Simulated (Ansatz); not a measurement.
# GaP: equation of state with PBEsol

GaP:

```
Ga P
1.0
     1.94302    1.12180    6.43081
    -1.94302    1.12180    6.43081
     0.00000   -2.24360    6.43081
Ga P
2 2
Cartesian
  0.0000 0.0000 10.8930
  0.0000 0.0000 8.3994
  0.0000 0.0000 18.1853
  0.0000 0.0000 1.1072
```

Measurements of this composition are mostly on another form, of space group No. 216.

```yaml
Program: Ansatz 0.2.0
Task: equation of state
Functional: PBEsol
Potentials_or_basis: Ansatz PAW
Cutoff: 420 eV
Density_cutoff: 1680 eV
k_mesh: 8 × 8 × 8
Occupations: fermi-dirac, width 0.05 eV
Spin: no spin polarisation
```

The equilibrium volume is 20.23 Å³/atom and the bulk modulus at fixed shape and positions is 80 GPa. The pressure derivative of the bulk modulus is 4.6.

Energy against volume, from the lowest point:
| volume (Å³/atom) | energy (meV/atom) |
| --- | --- |
| 19.764 | 2.70 |
| 20.185 | 0.00 |
| 20.605 | 1.69 |
| 21.026 | 7.29 |
| 21.446 | 16.37 |
| 21.867 | 28.55 |
| 22.287 | 43.50 |

All runs of the series together: 33 s on 2 threads of Intel(R) Xeon(R) Processor @ 2.70GHz (shared host).

Caveat: the cell was scaled at fixed shape and fractional positions, which overstates the stiffness of a crystal with free parameters, most of all of layers and chains.
